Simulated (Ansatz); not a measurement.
## CdSe: pressure against volume per atom

Results calculated with Ansatz 0.2.0, not measured. Periodic Kohn-Sham DFT of a crystal at fixed atoms; pressure and stress are positive in compression; the energy is the free energy less that of spherical unpolarised free atoms; site moments are those in the method's own spheres, positive along +z.

Cell of the first row (space group F-43m, No. 216):
```
cell vectors (Å)
   0.0000     3.0076     3.0076
   3.0076     0.0000     3.0076
   3.0076     3.0076     0.0000
atoms (fractions of the cell vectors)
Cd  0.00000  0.00000  0.00000
Se  0.25000  0.25000  0.25000
```

Settings of every row: method frozen-core PAW; functional LDA; relativity scalar; k mesh 8x8x8; filling fermi-dirac; smearing width 0.03 eV; wave cutoff 420 eV; paw set soft_2.

Atom start moment: 0 on all atoms.

Limits: PAW files made with PBE; small gap, it may come from the mesh.

| row | volume per atom (Å³) | pressure (GPa) |
| --- | --- | --- |
| 1 | 27.206 | -0.218 |
| 2 | 27.22 | -0.248 |
| 3 | 27.784 | ? |
| 4 | 28.363 | -2.368 |
| 5 | 28.653 | -2.828 |
| 6 | 28.942 | -3.261 |
| 7 | 29.232 | -3.669 |
| 8 | 29.521 | -4.052 |
| 9 | 30.1 | -4.75 |
| 10 | 30.679 | -5.365 |

Question: what pressure should row 3 give?

Worked fit of pressure. Take u = (V_r/V)^(2/3) − 1 with V_r = 28.942 Å³ an atom, which is twice the finite (Eulerian) strain; such expansions in the strain, on which the Birch-Murnaghan equation of state is built, carry the rest volume and the bulk modulus. The shown rows have u = 0.0421, 0.04174, 0.01356, 0.00671, 0, -0.00662, -0.01312, -0.02582, -0.03811. Least squares give pressure = −3.2611 + 63.007 × u + 212.05 × u² + 194 × u³ GPa; a parabola predicts inner rows, each left out in turn, worse (root mean square 0.0028 against 0.00074 GPa). The rows lie off it by 0.000, 0.000, -0.001, 0.001, 0.000, 0.000, 0.000, 0.000, 0.000. The withheld row has u = 0.0276, so the fit gives −3.2611 + 63.007 × (0.0276) + 212.05 × (0.0276)² + 194 × (0.0276)³ = -1.356 GPa.

The calculation gave -1.358 GPa. The fit lies 0.002 GPa (0.039 % of the column's range) above it; its largest miss of a shown row is 0.001 GPa.
